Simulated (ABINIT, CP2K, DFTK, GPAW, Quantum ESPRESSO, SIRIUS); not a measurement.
## The equilibrium volume of Pt, sorted by core time

Symmetry: Fm-3m, No. 225, cubic system. Conventional cell: a = 3.922 Å, b = 3.922 Å, c = 3.922 Å, α = 90.00°, β = 90.00°, γ = 90.00°. Around Pt (site symmetry m-3m) lie 12 Pt at 2.77 Å.

| rung | level | program and potentials | cutoff (eV) | k mesh | smearing | task | core time | chip | equilibrium volume (Å³/atom) | miss | notes |
| --- | --- | --- | --- | --- | --- | --- | --- | --- | --- | --- | --- |
| GGA | PBEsol | Quantum ESPRESSO, GBRV 1.5 PBEsol | 612 | 12 × 12 × 12 | fermi-dirac 0.05 | relaxation of cell and atoms | 28 s | AMD EPYC 9R45 Zen 5 | 14.99 | -0.7 % | 16 valence electrons an atom on average |
| GGA + dispersion | PBEsol+D4 | Quantum ESPRESSO, GBRV 1.5 PBEsol | 612 | 12 × 12 × 12 | fermi-dirac 0.05 | relaxation of cell and atoms | 30 s | AMD EPYC 9R45 Zen 5 | 14.77 | -2.2 % | 16 valence electrons an atom on average |
| non-local van der Waals functional | PBEsol+rVV10 | Quantum ESPRESSO, GBRV 1.5 PBEsol | 612 | 12 × 12 × 12 | fermi-dirac 0.05 | relaxation of cell and atoms | 31 s | AMD EPYC 9R45 Zen 5 | 14.64 | -3.0 % | 16 valence electrons an atom on average |
| GGA + dispersion | PBEsol+D3(BJ) | Quantum ESPRESSO, GBRV 1.5 PBEsol | 612 | 12 × 12 × 12 | fermi-dirac 0.05 | relaxation of cell and atoms | 32 s | AMD EPYC 9R45 Zen 5 | 14.70 | -2.6 % | 16 valence electrons an atom on average |
| GGA + dispersion | revPBE+D3(BJ) | GPAW, the program's PAW data sets (release 1.2.1) made for this functional | 600 | 9 × 9 × 9 | fermi-dirac 0.05 | equation of state | 43 s | Arm Neoverse V1 | 14.88 | -1.5 % | - |
| LDA | LDA | ABINIT, PseudoDojo NC SR LDA v0.4.1 standard | 1088 | 9 × 9 × 9 | fermi-dirac 0.05 | relaxation of cell and atoms | 78 s | Arm Neoverse V1 | 14.71 | -2.6 % | 18 valence electrons an atom on average |
| GGA + dispersion | PBEsol+D3(zero damping) | Quantum ESPRESSO, GBRV 1.5 PBEsol | 612 | 12 × 12 × 12 | fermi-dirac 0.05 | relaxation of cell and atoms | 2 min | AMD EPYC 9R45 Zen 5 | 14.71 | -2.6 % | 16 valence electrons an atom on average |
| GGA | PBEsol | SIRIUS, all-electron FP-LAPW, apw+lo standard | - | 12 × 12 × 12 | fermi-dirac 0.05 | equation of state | 3.7 min | AMD EPYC 9R45 Zen 5 | 15.04 | -0.4 % | - |
| GGA | PBEsol | SIRIUS, PseudoDojo 0.4.1 PBEsol standard (scalar relativistic) | 1152 | 12 × 12 × 12 | fermi-dirac 0.05 | equation of state | 4.2 min | Arm Neoverse V1 | (a) | ? | - |
| GGA | PBE | DFTK, SPMS 1.0 (PBE) | 816 | 10 × 10 × 10 | fermi-dirac 0.05 | equation of state | 7.1 min | Intel Xeon Platinum 8375C Ice Lake | 15.63 | +3.5 % | - |
| meta-GGA | r2SCAN | CP2K, POTENTIAL_UZH Pt GTH-SCAN-q18; TZVP-MOLOPT-SCAN-GTH basis | - | 12 × 12 × 12 | fermi-dirac 0.05 | equation of state | 17 min | Intel Xeon Platinum 8488C Sapphire Rapids | 15.50 | +2.6 % | atomic basis |

Times are single runs on shared hosts and different chips, so they are rough; meshes, cutoffs and the tasks' sizes weigh on the time. All rows: no spin polarisation. Smearing widths are in eV. For a metal such meshes aren't converged. Meshes differ between rows, which moves values too. Meshes are those of the run's cell of 1 atom unless a note names another. Relaxations start from the cell shown or near it and stop with a little pressure left. Misses use the values as printed. Runs on faulty files, with rough fits or with known faults for this quantity aren't shown. No row holds spin-orbit coupling.

Measured: 15.1 Å³/atom at 300 K (a printed reference work). The runs are for a static lattice.

Question: Estimate the value left out from the other rows.

Answer: (a) 15.02 Å³/atom, miss -0.5 %.
